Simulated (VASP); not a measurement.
# As (Fd-3m) in VASP: a series of runs, part 2 of 2

VASP 6.6.1.

## Step 3: Single point, BLYP

INCAR reads:

```
PREC = Accurate ; ENCUT = 520
EDIFF = 1E-6 ; ISMEAR = -1
SIGMA = 0.1 ; LREAL = F
LASPH = T ; NELM = 100
ALGO = Fast ; ISIF = 2
LWAVE = F ; LCHARG = F
GGA = B5 ; ALDAX = 1.0
AGGAX = 1.0 ; AGGAC = 1.0
ALDAC = 0.0 ; NBANDS = 12
```

KPOINTS reads:

```
regular mesh
0
Gamma
  10 10 10
```

POSCAR reads:

```
As
1.0
    0.0000000000      3.1320414763      3.1320414763
    3.1320414763      0.0000000000      3.1320414763
    3.1320414763      3.1320414763      0.0000000000
As
2
Direct
    0.1250000000      0.1250000000      0.1250000000
    0.8750000000      0.8750000000      0.8750000000
```

Potentials or basis: VASP PAW PBE potentials, release 64 (As).

Started as:

```
> cat potpaw_PBE.64/As/POTCAR > POTCAR
> mpirun -np 1 vasp_std > vasp.out
```

OUTCAR:

```text
PREC = Accurate
   ENCUT = 520
   EDIFF = 1E-6
   ISMEAR = -1
   LREAL = F
   LASPH = T
   NELM = 100
   ISIF = 2
   GGA = B5

 ion  position               nearest neighbor table
   1  0.125  0.125  0.125-   2 2.71   2 2.71   2 2.71   2 2.71
   2  0.875  0.875  0.875-   1 2.71   1 2.71   1 2.71   1 2.71

  LATTYP: Found a face centered cubic cell.
 ALAT       =     6.2640829526

  Lattice vectors:

 A1 = (   0.0000000000,   3.1320414763,   3.1320414763)
 A2 = (   3.1320414763,   0.0000000000,   3.1320414763)
 A3 = (   3.1320414763,   3.1320414763,   0.0000000000)

Analysis of symmetry for initial positions (statically):
=====================================================================
 Subroutine PRICEL returns:
 Original cell was already a primitive cell.

 Routine SETGRP: Setting up the symmetry group for a
 face centered cubic supercell.

 Subroutine GETGRP returns: Found 48 space group operations
 (whereof 12 operations were pure point group operations)
 out of a pool of 48 trial point group operations.

The static configuration has the point symmetry D_3d.
 The point group associated with its full space group is O_h .

Analysis of symmetry for dynamics (positions and initial velocities):
=====================================================================
 Subroutine PRICEL returns:
 Original cell was already a primitive cell.

 Routine SETGRP: Setting up the symmetry group for a
 face centered cubic supercell.

 Subroutine GETGRP returns: Found 48 space group operations
 (whereof 12 operations were pure point group operations)
 out of a pool of 48 trial point group operations.

The dynamic configuration has the point symmetry D_3d.
 The point group associated with its full space group is O_h .

 Subroutine INISYM returns: Found 48 space group operations
 (whereof 12 operations are pure point group operations),
 and found     1 'primitive' translations

[... 122 lines left out ...]
   IVDW    =     0    specifies the selected vdW correction
   LEPSILON=     F    determine dielectric tensor
   LRPA    =     F    only Hartree local field effects (RPA)
 non-spin polarized calculation
 RMM-DIIS sequential band-by-band and
  energy-cutoff  :      520.00
  volume of cell :       61.45
 maximum number of plane-waves:      1676
 NGX is ok and might be reduce to    36
   NGX = 17   NGY = 17   NGZ = 17

 number of electron      10.0000000 magnetization

 number of electron       9.9999999 magnetization

 Free energy of the ion-electron system (eV)
  ---------------------------------------------------
  ext. energy  EPLUGINS =         0.00000000
  ---------------------------------------------------
  free energy    TOTEN  =        -7.59902458 eV

  energy without entropy =       -7.56229553  energy(sigma->0) =       -7.58066006

 E-fermi :   2.7083     XC(G=0):  -7.7040

 val. band max:        2.6696282235   @ k =   0.5000   0.4000   0.1000
 cond. band min:       2.7242219691   @ k =   0.2000   0.2000   0.0000
 fundamental gap:      0.0545937456
 Fermi energy:         2.7082860825

 k-point     1 :       0.0000    0.0000    0.0000
  band No.  band energies     occupation
      1     -10.4504      2.00000
      2      -3.8016      2.00000
      3       0.8254      2.00000
      4       0.8254      2.00000
      5       0.8254      2.00000
      6       3.4183      0.00165
      7       3.4183      0.00165
      8       3.4183      0.00165
      9       7.7624      0.00000
     10      10.7278      0.00000
     11      10.7278      0.00000
     12      12.4650      0.00000
[... 331 lines left out ...]
 k-point    24 :       0.4000    0.3000    0.0000
  band No.  band energies     occupation
      1      -9.1790      2.00000
      2      -6.6052      2.00000
      3      -0.8710      2.00000
      4      -0.6846      2.00000
      5       2.2987      1.96727
      6       2.6524      1.27243
      7       6.2005      0.00000
      8       6.2602      0.00000
      9       8.7620      0.00000
     10      11.0102      0.00000
     11      12.3986      0.00000
     12      13.8806      0.00000

 [... further k-points ...]

------------------------ aborting loop because EDIFF is reached ----------------------------------------

  FORCE on cell =-STRESS in cart. coord.  units (eV):
  Direction    XX          YY          ZZ          XY          YZ          ZX
  --------------------------------------------------------------------------------------
  -------------------------------------------------------------------------------------
  Total        0.0298287      0.0298287      0.0298287      0.0000000      0.0000000      0.0000000
  in kB        0.7777372      0.7777372      0.7777372      0.0000000      0.0000000      0.0000000
  external PRESSURE =       0.7777372 kB  Pullay stress =       0.0000000 kB

 VOLUME and BASIS-vectors are now :
 -----------------------------------------------------------------------------
  energy-cutoff  :      520.00
  volume of cell :       61.45
      direct lattice vectors                 reciprocal lattice vectors
     0.000000000  3.132041476  3.132041476    -0.159640287  0.159640287  0.159640287
     3.132041476  0.000000000  3.132041476     0.159640287 -0.159640287  0.159640287
     3.132041476  3.132041476  0.000000000     0.159640287  0.159640287 -0.159640287

 POSITION                                       TOTAL-FORCE (eV/Angst)
 -----------------------------------------------------------------------------------
      0.78301      0.78301      0.78301         0.000000      0.000000      0.000000
      5.48107      5.48107      5.48107        -0.000000     -0.000000     -0.000000
 -----------------------------------------------------------------------------------
    total drift:                               -0.000000      0.000000      0.000000

  FREE ENERGIE OF THE ION-ELECTRON SYSTEM (eV)
  ---------------------------------------------------
  free  energy   TOTEN  =        -7.5990245848 eV

  energy  without entropy=       -7.5622955337  energy(sigma->0) =       -7.58066006
```

OSZICAR:

```text
N       E                     dE             d eps       ncg     rms          rms(c)
DAV:   1     0.283264818217E+02    0.28326E+02   -0.37603E+03  1128   0.658E+02
DAV:   2    -0.577104427355E+01   -0.34098E+02   -0.32679E+02  1560   0.100E+02
DAV:   3    -0.762194624669E+01   -0.18509E+01   -0.18372E+01  1420   0.242E+01
DAV:   4    -0.763733839233E+01   -0.15392E-01   -0.15388E-01  1244   0.257E+00
DAV:   5    -0.763742574173E+01   -0.87349E-04   -0.87349E-04  1384   0.206E-01    0.273E+00
RMM:   6    -0.761025783430E+01    0.27168E-01   -0.12114E-02  1129   0.554E-01    0.164E+00
RMM:   7    -0.759878560719E+01    0.11472E-01   -0.27963E-02  1234   0.880E-01    0.969E-02
RMM:   8    -0.759899745315E+01   -0.21185E-03   -0.18543E-03  1171   0.322E-01    0.155E-02
RMM:   9    -0.759901428849E+01   -0.16835E-04   -0.25546E-04  1335   0.122E-01    0.164E-02
RMM:  10    -0.759902356339E+01   -0.92749E-05   -0.48146E-05  1277   0.537E-02    0.496E-03
RMM:  11    -0.759902431853E+01   -0.75514E-06   -0.13629E-05  1305   0.272E-02    0.134E-03
RMM:  12    -0.759902458482E+01   -0.26629E-06   -0.25975E-06  1047   0.119E-02
   1 F= -.75990246E+01 E0= -.75806601E+01  d E =-.367291E-01
```

Wall time 38 s (1 thread of Intel Xeon Platinum 8488C (Sapphire Rapids), shared host); peak memory 0.2 GiB.

What came out:

```yaml
Free_energy: -7.5990 eV
Pressure: 0.1 GPa
Band_gap_on_the_k_mesh: none (metal or under the smearing width)
```

Caveat: the PAW data sets were made with another functional, which shifts forces and pressure a little.

## Step 4: Single point, BLYP

This run uses another cell than the first one, of 33.18 Å³/atom, 1.080 times its volume.

INCAR reads:

```
  PREC = Accurate
  ENCUT = 520
  EDIFF = 1E-6
  ISMEAR = -1
  SIGMA = 0.1
  LREAL = F
  LASPH = T
  NELM = 80
  ALGO = Fast
  ISIF = 2
  LWAVE = F
  LCHARG = F
  GGA = B5
  ALDAX = 1.0
  AGGAX = 1.0
  AGGAC = 1.0
  ALDAC = 0.0
  NBANDS = 12
```

KPOINTS is that of step 3.

POSCAR reads:

```
As
1.0
    0.0000000000      3.2134293531      3.2134293531
    3.2134293531      0.0000000000      3.2134293531
    3.2134293531      3.2134293531      0.0000000000
As
2
Direct
    0.1250000000      0.1250000000      0.1250000000
    0.8750000000      0.8750000000      0.8750000000
```

Potentials or basis: VASP PAW PBE potentials, release 64 (As).

Started as:

```
> cat potpaw_PBE.64/As/POTCAR > POTCAR
> mpirun -np 1 vasp_std > vasp.out
```

OUTCAR:

```text
PREC = Accurate
   ENCUT = 520
   EDIFF = 1E-6
   ISMEAR = -1
   LREAL = F
   LASPH = T
   NELM = 80
   ISIF = 2
   GGA = B5

 ion  position               nearest neighbor table
   1  0.125  0.125  0.125-   2 2.78   2 2.78   2 2.78   2 2.78
   2  0.875  0.875  0.875-   1 2.78   1 2.78   1 2.78   1 2.78

  LATTYP: Found a face centered cubic cell.
 ALAT       =     6.4268587062

  Lattice vectors:

[... 538 lines left out ...]
      3      -1.1584      2.00000
      4      -0.9917      2.00000
      5       1.7100      1.96392
      6       2.0782      1.15632
      7       5.3940      0.00000
      8       5.4151      0.00000
      9       8.0758      0.00000
     10      10.1198      0.00000
     11      11.6612      0.00000
     12      13.0277      0.00000

 [... further k-points ...]
[... 5 lines left out ...]
  --------------------------------------------------------------------------------------
  -------------------------------------------------------------------------------------
  Total       -1.0843216     -1.0843216     -1.0843216      0.0000000     -0.0000000      0.0000000
  in kB      -26.1777579    -26.1777579    -26.1777579      0.0000000     -0.0000000      0.0000000
  external PRESSURE =     -26.1777579 kB  Pullay stress =       0.0000000 kB

 VOLUME and BASIS-vectors are now :
 -----------------------------------------------------------------------------
  energy-cutoff  :      520.00
  volume of cell :       66.36
      direct lattice vectors                 reciprocal lattice vectors
     0.000000000  3.213429353  3.213429353    -0.155597010  0.155597010  0.155597010
     3.213429353  0.000000000  3.213429353     0.155597010 -0.155597010  0.155597010
     3.213429353  3.213429353  0.000000000     0.155597010  0.155597010 -0.155597010

 POSITION                                       TOTAL-FORCE (eV/Angst)
 -----------------------------------------------------------------------------------
      0.80336      0.80336      0.80336        -0.000000     -0.000000      0.000000
      5.62350      5.62350      5.62350         0.000000      0.000000     -0.000000
 -----------------------------------------------------------------------------------
    total drift:                                0.000000      0.000000      0.000000

  FREE ENERGIE OF THE ION-ELECTRON SYSTEM (eV)
  ---------------------------------------------------
  free  energy   TOTEN  =        -7.5574420760 eV

  energy  without entropy=       -7.5213986082  energy(sigma->0) =       -7.53942034
```

OSZICAR:

```text
N       E                     dE             d eps       ncg     rms          rms(c)
DAV:   1     0.285801284819E+02    0.28580E+02   -0.37986E+03  1128   0.656E+02
DAV:   2    -0.563250522122E+01   -0.34213E+02   -0.32633E+02  1540   0.973E+01
DAV:   3    -0.756559295586E+01   -0.19331E+01   -0.19119E+01  1440   0.244E+01
DAV:   4    -0.758246410919E+01   -0.16871E-01   -0.16868E-01  1232   0.266E+00
DAV:   5    -0.758256640955E+01   -0.10230E-03   -0.10230E-03  1424   0.224E-01    0.233E+00
RMM:   6    -0.756500810090E+01    0.17558E-01   -0.84149E-03  1128   0.485E-01    0.141E+00
RMM:   7    -0.755715556951E+01    0.78525E-02   -0.21159E-02  1246   0.804E-01    0.844E-02
RMM:   8    -0.755741419220E+01   -0.25862E-03   -0.15140E-03  1184   0.295E-01    0.142E-02
RMM:   9    -0.755743270771E+01   -0.18516E-04   -0.21822E-04  1338   0.114E-01    0.160E-02
RMM:  10    -0.755744102758E+01   -0.83199E-05   -0.43750E-05  1272   0.510E-02    0.471E-03
RMM:  11    -0.755744184210E+01   -0.81451E-06   -0.12347E-05  1321   0.258E-02    0.113E-03
RMM:  12    -0.755744207598E+01   -0.23389E-06   -0.24699E-06  1016   0.116E-02
   1 F= -.75574421E+01 E0= -.75394203E+01  d E =-.360435E-01
```

stdout:

```text
POSCAR found type information on POSCAR As
 POSCAR found :  1 types and       2 ions
 scaLAPACK will be used
 -----------------------------------------------------------------------------
|                                                                             |
|                                                                             |
|     You enforced a specific xc type in the INCAR file but a different       |
|     I HOPE YOU KNOW WHAT YOU ARE DOING!                                     |
|                                                                             |
 -----------------------------------------------------------------------------

 LDA part: xc-table for (Slater(with rela. corr.)+VWN5), standard interpolation
 POSCAR, INCAR and KPOINTS ok, starting setup
 FFT: planning ... GRIDC
 FFT: planning ... GRID_SOFT
 FFT: planning ... GRID
 WAVECAR not read
 entering main loop
```

It took 41 s on 1 thread of Intel Xeon Platinum 8488C (Sapphire Rapids), shared host; peak memory 0.21 GiB.

What came out:

| Item | Value |
| --- | --- |
| Free energy | -7.5574 eV |
| Pressure | -2.6 GPa |
| Band gap on the k mesh | none (metal or under the smearing width) |

Caveat: the PAW data sets were made with another functional, which shifts forces and pressure a little.

## Step 5: Overview

```tsv
cell	k mesh	gap on the mesh (eV)	pressure (GPa)
Fd-3m, 30.72 Å³/atom	14 × 14 × 14	none	0.1
Fd-3m, 30.72 Å³/atom	10 × 10 × 10	none	0.1
Fd-3m, 33.18 Å³/atom	10 × 10 × 10	none	-2.6
```

Alike in all rows: task single point; level BLYP; potentials or basis VASP PAW PBE potentials, release 64 (As); no spin polarisation; cutoff (eV) 520; smearing fermi-dirac 0.1 eV.

Every run on the cell as given and a fine mesh finds a metal.

Caveats: the PAW data sets were made with another functional, which shifts forces and pressure a little.

Absolute energies hang on the potentials; compare differences alone.
